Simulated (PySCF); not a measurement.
Molecule: SMILES c1(C=O)ccccc1, C7H6O.

Atom-mapped SMILES (the numbers label the heavy atoms): `[O:1]=[CH:2][c:3]1[cH:4][cH:5][cH:6][cH:7][cH:8]1`. Each H is labelled by its parent atom.

Spin–spin couplings on one PBE0-D3(BJ)/def2-SVP geometry, PySCF, gas phase, non-relativistic, equivalent pairs averaged (without the spin–dipole term); isotopes 1H; functional B3LYP.

Reference values (Hz): 3J(H(C4),H(C5)) = 7.7 (measured; solution (compiled); Pretsch, Buehlmann, Badertscher, Structure Determination of Organic Compounds, 4th ed., Springer 2009); 3J(H(C5),H(C6)) = 7.5 (measured; solution (compiled); Pretsch, Buehlmann, Badertscher, Structure Determination of Organic Compounds, 4th ed., Springer 2009).

How do the couplings (Hz) change with the basis set? Times are CPU seconds on 1 thread of an Arm Neoverse V2, shared host. Far from the basis limit: 6-31G-J, pcJ-0, 6-31G*, def2-TZVP, cc-pVTZ.

Results:


| basis set | functions | 3J(H(C4),H(C5)) | 3J(H(C5),H(C6)) | mean abs. error | core-s |
| --- | --- | --- | --- | --- | --- |
| 6-31G-J | 120 | 9.3 | 8.9 | 1.5 | 13 |
| pcJ-0 | 122 | 7.5 | 7.2 | 0.2 | 12 |
| 6-31G* | 124 | 7.3 | 7.0 | 0.5 | 14 |
| pcJ-1 | 276 | 8.6 | 8.2 | 0.8 | 48 |
| def2-TZVP | 284 | 6.6 | 6.3 | 1.2 | 50 |
| cc-pVTZ | 324 | 6.8 | 6.5 | 0.9 | 62 |

Errors compare magnitudes, without vibrational corrections, and the largest couplings weigh most in the mean. Closest: pcJ-0; furthest: 6-31G-J.

The Fermi-contact term samples the wavefunction at the nucleus, which is why sets with added tight s functions (names with J) are made for couplings. Agreement of an ordinary basis with the reference is then largely a cancellation of errors.
